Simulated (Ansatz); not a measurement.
PtSe2 (Sudovikovite):

```
Pt Se
1.0
     3.72400    0.00000    0.00000
    -1.86200    3.22508    0.00000
     0.00000    0.00000    5.06200
Pt Se
1 2
Cartesian
  0.0000 0.0000 0.0000
  1.8620 1.0750 3.7965
  0.0000 2.1501 1.2655
```

Base run:

```yaml
Program: Ansatz 0.2.0
Functional: PBE
Potentials_or_basis: PseudoDojo stringent (PBE files)
Cutoff: 1415 eV
Density_cutoff: 5660 eV
k_mesh: 8 × 8 × 5
Occupations: fermi-dirac, width 0.05 eV
Spin: no spin polarisation
```

Its results: band gap on the k mesh none (metal or under the smearing width); pressure 7.2 GPa; largest force 0.576 eV/Å.

**Question.** The run is repeated on the same cell with these changes: potentials or basis from PseudoDojo stringent (PBE files) to JTH PAW; cutoff from 1415 eV to 750 eV (not typed: the program's choice for these potentials); valence electrons from 66 to 22. What comes out?

**Answer.** Band gap on the k mesh none (metal or under the smearing width); pressure 7.9 GPa; largest force 0.685 eV/Å.
